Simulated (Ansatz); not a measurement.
HfN under changes of volume

One of the cells (11.482 Å³/atom); the others are scaled copies at fixed shape and fractional positions:

```
CELL_PARAMETERS angstrom
0.00000 2.25600 2.25600
2.25600 0.00000 2.25600
2.25600 2.25600 0.00000
ATOMIC_POSITIONS crystal
Hf 0.00000 0.00000 0.00000
N 0.50000 0.50000 0.50000
```

| Property | Result |
| --- | --- |
| Program | Ansatz 0.2.0 |
| Functional | LDA |
| Potentials or basis | all-electron LAPW, scalar-relativistic |
| Cutoff | 343 eV (chosen from the basis error) |
| Basis error allowed | 0.001 eV/atom |
| k mesh | 10 × 10 × 10 |
| Occupations | fermi-dirac, width 0.05 eV |
| Spin | no spin polarisation |

```tsv
volume (Å³/atom)	energy over the lowest point (meV/atom)	pressure (GPa)
10.793	10.82	10.7
11.023	0.67	3.7
11.252	0.00	-2.6
11.482	7.83	-8.2
11.712	23.29	-13.2
11.941	45.59	-17.8
12.171	?	?
```

Task: What does the run at 12.171 Å³/atom give?

Result: Energy over the lowest point 74.03 meV/atom; pressure -21.8 GPa.

Worked out: A Birch-Murnaghan fit of order 3 (a polynomial in V^(-2/3)) to the other rows has its minimum at 11.15 Å³/atom with B0 = V·E''(V) = 301 GPa and B' = 4.1. It gives 74.16 meV/atom at 12.171 Å³/atom, against the run's 74.03, and -dE/dV = -21.9 GPa, against -21.8.

Energies are extrapolated to zero smearing.
